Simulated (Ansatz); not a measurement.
# KI: the cell at several levels of theory

One table from this session's results is given with a row withheld; the runs are named, their logs left out.

Program: Ansatz 0.2.0. PAW datasets, plane waves, zero pressure. Spin-unpolarised throughout; all numbers are computed.

### The cell

It is cubic, Pm-3m (No. 221); a = 4.291 Å in the conventional setting, 39.51 Å³ an atom. Around K lie 8 I at 3.72 Å; around I lie 8 K at 3.72 Å.

Structure file:

```
CELL_PARAMETERS angstrom
4.29120 0.00000 0.00000
0.00000 4.29120 0.00000
0.00000 0.00000 4.29120
ATOMIC_POSITIONS crystal
K 0.00000 0.00000 0.00000
I 0.50000 0.50000 0.50000
```

The first run:

File input.yaml:

```yaml
crystal:
  lattice:
    - [4.29119666, 0.0, 0.0]
    - [0.0, 4.29119666, 0.0]
    - [0.0, 0.0, 4.29119666]
  atoms:
    - { symbol: K, position: [0.0, 0.0, 0.0] }
    - { symbol: I, position: [0.5, 0.5, 0.5] }
kpoints:
  mp_grid: { grid: [6, 6, 6] }
hamiltonian:
  xc: pbe
scf:
  occupations: { method: fermi_dirac, width: 0.02 }
relax:
  f_tol: 0.005
  cell: {}
output:
  write_density: true
  write_potential: true
  elf: true
  volumetric_format: npy
```

Launch:

```console
> ansatz run input.yaml --threads 2 --pin off --max-ram 2211MiB --backend cpu --events-out ev --progress --plain --runs-dir out
```

Steps of the session up to this table: PBE: cell and atoms; Relaxing with r2SCAN; PBEsol: cell and atoms; LDA: cell and atoms; HSE06: cell and atoms.

One of the session's tables, all rows but one given; the rest of the session is left out.

```
 level  a (Å)  volume (Å³/atom)
   PBE  4.340            40.873
r2SCAN  4.291            39.507
PBEsol  4.229            37.826
   LDA      ?                 ?
 HSE06  4.321            40.347
```

**Question.** Estimate the row for LDA.

The run gave: a (Å): 4.122; volume (Å³/atom): 35.027. In the column «a (Å)» it is the lowest.

In words: The first relaxation changed the volume by +3.4 % from the start. LDA gives the smallest cell and PBE the largest; they differ by 16.7 % in volume, a mean of 5.3 % in length. The meshes differ: PBE 6×6×6, r2SCAN 6×6×6, PBEsol 6×6×6, LDA 6×6×6, HSE06 4×4×4.
